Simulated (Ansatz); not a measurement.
# SnTe: settings compared (Ansatz)

Launch command:

```bash
ansatz run input.yaml --threads 1 --pin off --max-ram 2560MiB --backend cpu --events-out ev --progress --plain --runs-dir out
```

Input:

```yaml
crystal:
  lattice:
    - [-3.131971, 6.416197, 2.992086]
    - [3.254302, -0.047035, 3.208486]
    - [3.130114, 3.168594, 0.077153]
  atoms:
    - { symbol: Sn, position: [0.012202, 0.988032, 0.05485] }
    - { symbol: Sn, position: [0.489786, 0.510597, 0.98588] }
    - { symbol: Te, position: [0.235782, 0.712359, 0.533884] }
    - { symbol: Te, position: [0.773421, 0.307946, 0.429623] }
kpoints:
  mp_grid: { grid: [3, 5, 5], shift: [0.5, 0.0, 0.5] }
magnetization:
  spin_polarized: true
scf:
  occupations: { method: fermi_dirac, width: 0.0613 }
hamiltonian:
  pseudopotentials: { kind: paw }
  xc: pbe
basis:
  ecutwfc: 420
total_charge: -1.0
output:
  forces: true
  stress: true
  eigenvalues: true
```

Origin of the cell: a strained cell with displaced atoms, so it need not be a known compound.

Output of this run (shortened):

```
SCF iter   1: F=—  HF=-26000.138066 eV  Δρ=2.00e-2  dr2=2.34e0  dr2_m=0.00e0  M=0.000 μB ∫|m|=0.000 μB
SCF iter   2: F=—  HF=-25999.576424 eV  Δρ=1.40e-2  dr2=1.23e0  dr2_m=0.00e0  M=0.000 μB ∫|m|=0.000 μB  defer=18
SCF iter   3: F=—  HF=-25996.741678 eV  Δρ=1.44e-2  dr2=1.58e-1  dr2_m=2.05e-1  M=2.948 μB ∫|m|=2.948 μB  defer=18
SCF iter   4: F=—  HF=-25998.773167 eV  Δρ=1.07e-2  dr2=4.89e-2  dr2_m=1.12e-1  M=0.837 μB ∫|m|=0.848 μB  defer=87
SCF iter   5: F=—  HF=-25998.929954 eV  Δρ=5.02e-3  dr2=2.13e-2  dr2_m=2.26e-2  M=0.672 μB ∫|m|=0.680 μB  defer=47
[… 2 lines left out …]
SCF iter   8: F=—  HF=-25998.990103 eV  Δρ=1.92e-4  dr2=2.53e-5  dr2_m=3.88e-5  M=0.074 μB ∫|m|=0.078 μB  defer=47
SCF iter   9: F=—  HF=-25998.990497 eV  Δρ=1.89e-5  dr2=2.70e-6  dr2_m=0.00e0  M=0.000 μB ∫|m|=0.000 μB  defer=18
SCF iter  10: F=—  HF=-25998.990498 eV  Δρ=9.14e-6  dr2=8.62e-7  dr2_m=0.00e0  M=0.000 μB ∫|m|=0.000 μB  defer=18
SCF iter  11: F=—  HF=-25998.990498 eV  Δρ=4.75e-6  dr2=2.76e-7  dr2_m=0.00e0  M=0.000 μB ∫|m|=0.000 μB  defer=18
SCF iter  12: F=-25998.990498 eV  HF=-25998.990498 eV  Δρ=1.12e-6  dr2=2.08e-8  dr2_m=0.00e0  M=0.000 μB ∫|m|=0.000 μB
SCF 1 converged in 12 iterations: F = -25998.990498 eV  dr2 = 2.08e-8
SCF converged after 12 iterations
Magnetization: 0.0000 μB (30.5000 up, 30.5000 down)
Absolute magnetization: 0.0000 μB (∫|ρ↑−ρ↓|)
Spin contamination: 0.0000 ħ² per cell (⟨S²⟩ above its minimum at these occupations)
Per-site moments (μB) at R_I (Å): [(0.0, 1.195977), (0.0, 1.268515), (0.0, 1.222432), (0.0, 1.195977)]
Free energy (F): -25998.990498 eV
Harris-Foulkes:  -25998.990498 eV  (|F-HF|=6.89e-9)
Internal energy: -25998.941143 eV  (E = F + TS)
E sigma→0 (E₀):  -25998.965820 eV
Entropy (-TS):   -0.049355 eV (-12.339 meV/atom)
Fermi energy:    10.168168 eV
--- Per-component energies (eV) ---
  E_band       = -703.849308
  E_kinetic    = 746.071457
  E_local      = -4394.971768  (includes V_loc(G=0)·N_el)
  E_nonlocal   = -685.076993
  E_hartree    = 2752.841562
  E_xc         = -1025.334899
  E_vxc        = -414.872620  (∫ρ·V_xc dr)
  E_paw        = -17591.770924  (= ΣΔE_a)
  E_vpaw       = -1460.686158  (= ΣTr[D̂ρ^β])
  E_aug_tail   = -0.000392  (compensation charges beyond the density's cutoff)
  E_ewald      = -5800.699186
  E_smearing   = -0.049355  (= −TS)
  E_deformation_potential = -14.258017  (in the stress; not in F)
  Σ components = -25998.990498   (vs F -25998.990498, Δ=0.00e0)
--- Forces (eV/Å), atoms counted from 1 ---
  atom   1  Sn    -0.146280    -0.458123     0.111680
  atom   2  Sn    -0.128006     0.334649     0.073236
  atom   3  Te    -0.218192     0.168602     1.027315
  atom   4  Te     0.492481    -0.045127    -1.212234
  max |Σ_I F_I| component: 2.66e-6 eV/Å
--- Stress (GPa, compression-positive) ---
        2.756934      -0.425189      -0.034765
       -0.425189       2.596691      -0.694085
       -0.034765      -0.694085       6.276699
  P = ⅓ Tr σ = 3.8768 GPa (38.768 kbar)
```

The same input was run again with these changes:

1. `basis.ecutrho_ratio` default → 12
2. `basis.xc_grid` default → 4
3. `hamiltonian.dispersion` default → d3bjatm; `scf.occupations.width` 0.0613 → 0.05; `basis.ecutwfc` 420 → "40.4 Ry"
4. `scf.eigensolver.kind` default → davidson; `basis.xc_grid` default → 1

```csv
run,end,SCF iterations,P (GPa),max force component (eV/Å),moment (μB),ΔE(σ→0) (meV/atom)
base,converged,12,–,1.212,0.00,0
1,converged,12,–,1.212,0.00,0.00
2,converged,12,–,1.212,0.00,0.00
3,converged,12,–,1.194,0.00,–
4,converged,12,–,1.212,0.00,0.00
```

Energies are compared only where functional, datasets, charge and starting cell are the same.

Caveats of the base run: charged cell with a uniform background, whose pressure depends on convention; no moments, though an odd count or open d shells may carry them; no spin-orbit coupling, though heavy elements are present; spin is on but no moment was typed; the k mesh is coarse if the cell is a metal.

The base run took 17 s on 1 thread of Intel(R) Xeon(R) 6975P-C (Granite Rapids) (shared host), peak memory 0.64 GiB, from the program's own first density.
